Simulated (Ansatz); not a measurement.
MnO2:

```xyz
3
Lattice="1.4284 0.8247 4.5839 -1.4284 0.8247 4.5839 0.0000 -1.6494 4.5839" Properties=species:S:1:pos:R:3 pbc="T T T"
Mn    0.0000    0.0000    0.0000
O     0.0000    0.0000   10.1163
O     0.0000    0.0000    3.6355
```

Measurements of this composition are mostly on another form, of space group No. 136.

- Program: Ansatz 0.2.0
- Task: relaxation of cell and atoms
- Functional: PBEsol
- Potentials or basis: Ansatz PAW
- Cutoff: 420 eV (not typed: the program's choice for these potentials)
- k mesh: 11 × 11 × 11
- Occupations: fermi-dirac, width 0.05 eV
- Spin: collinear spin, ferromagnetic start
- Starting moments: [4.0, 0.0, 0.0] μB
- Hubbard terms: Mn d U = 8 eV

At the start: volume 10.80 Å³/atom.

Q: Where does the relaxation end?

A: It ends after 11 steps and the volume is 11.71 Å³/atom (+8.4 %); space group R-3m (No. 166, to 0.05 Å); moment 3.00 μB per cell.

Step by step:
```tsv
step	energy change (eV)	largest force (eV/Å)	volume (Å³)
1	0.0000	0.7036	32.40
2	-0.0853	0.5696	34.11
3	-0.1369	0.1194	34.79
4	-0.1397	0.0193	34.78
5	-0.1407	0.0073	34.61
6	-0.1405	0.0002	34.64
7	-0.1611	0.0004	34.64
8	-0.1606	0.0037	35.04
9	-0.1602	0.0003	35.13
10	-0.1627	0.0003	35.13
11	-0.1627	0.0003	35.13
```

Final structure:
```yaml
crystal:
  lattice:
    - [1.50185, 0.86710, 4.49627]
    - [-1.50185, 0.86710, 4.49627]
    - [0.00000, -1.73419, 4.49627]
  atoms:
    - { symbol: Mn, position: [0.00000, 0.00000, 0.00000] }
    - { symbol: O, position: [0.73671, 0.73671, 0.73671] }
    - { symbol: O, position: [0.26329, 0.26329, 0.26329] }
```

Caveat: the magnetic or orbital state may not be the lowest; the plane-wave basis is chosen anew once the cell has moved, so the energies of steps on either side of that aren't comparable; the pressure holds a Pulay correction of +0.7 GPa for the finite cutoff; a cell with one magnetic atom can't hold antiferromagnetic order, which such compounds often take; the PAW data sets come from PBE, with cores solved anew for the run's functional, which leaves a small shift of forces and pressure.
